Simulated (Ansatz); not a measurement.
Trial inputs on ZrN

All trials start from this Ansatz input:

```yaml
crystal:
  lattice:
    - [0.0, 2.2942655869, 2.2942655869]
    - [2.2942655869, 0.0, 2.2942655869]
    - [2.2942655869, 2.2942655869, 0.0]
  atoms:
    - { symbol: Zr, position: [0.5, 0.5, 0.5] }
    - { symbol: "N", position: [0.0, 0.0, 0.0] }
basis:
  ecutwfc: 420
kpoints:
  mp_grid: { grid: [8, 8, 8] }
hamiltonian:
  xc: pbe
scf:
  occupations: { method: gaussian, width: 0.1 }
output:
  forces: true
  stress: true
  eigenvalues: true
```

Command:

```bash
ansatz run input.yaml --threads 1 --pin off --max-ram 1331MiB --backend cpu --events-out ev --progress --plain --runs-dir out
```

The run converges in 6 SCF iterations on 29 irreducible k-points: pressure 1.24 GPa, no gap.

Settings here are deliberately varied, not converged. Each trial's input is given as a difference from the reference's; energies are extrapolated to zero smearing where there is one, and pressure is positive in compression.

Problem. Trial 1:

```diff
 crystal:
   atoms:
-    - { symbol: Zr, position: [0.5, 0.5, 0.5] }
+    - { symbol: Zr, position: [0.5, 0.5, 0.5], spin: 0.1 }
 basis:
+  ecutrho_ratio: 12
 scf:
-  occupations: { method: gaussian, width: 0.1 }
+  occupations: { method: methfessel_paxton, width: 0.13 }
+  lower_state_search: "off"
 output:
+  populations: true
+magnetization:
+  spin_polarized: true
```

What happens?

Solution. The run converges in 13 SCF iterations on 29 irreducible k-points: energy 0.03 meV per atom above the reference, pressure 1.22 GPa, no gap, cell moment 0.00 μB. It warns that the starting moments were lost; that the state wasn't tested for a lower one.